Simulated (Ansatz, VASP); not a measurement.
# CaSe in VASP and in Ansatz

```
Ca Se
1.0
     0.00000    3.47601    2.83278
     3.47601    0.00000    2.83278
     3.47601    3.47601    0.00000
Ca Se
1 1
Cartesian
  0.0000 0.0000 0.0000
  1.7380 1.7380 1.4164
```

Change from the starting cell: epitaxial_xy strain +6.0%.

Alike in both runs: task single point; functional r2SCAN; k mesh 6 × 6 × 6; no spin polarisation.

|  | VASP | Ansatz |
| --- | --- | --- |
| version | VASP 6.6.1 | Ansatz 0.2.0 |
| potentials or method | VASP PAW PBE potentials, release 64 (Ca_sv, Se) | plane waves, PAW |
| plane-wave cutoff (eV) | 520 | 500 |
| occupations | gaussian, width 0.01 eV | fixed |
| valence electrons in the cell | 16 | 26 |

Ansatz gave:

```
gap on the k mesh at the Fermi level (eV)       : 3.51
pressure (GPa)                                  : 0.2
largest component of the traceless stress (GPa) : 0.16
```

Estimate VASP's values.

gap on the k mesh at the Fermi level (eV): 3.50; pressure (GPa): 0.3; largest component of the traceless stress (GPa): 0.21.

The two sets of potentials don't hold the same shells in valence.

Caveats: the PAW data sets were made with another functional, which shifts forces and pressure a little (VASP). A k mesh can miss the band edges.
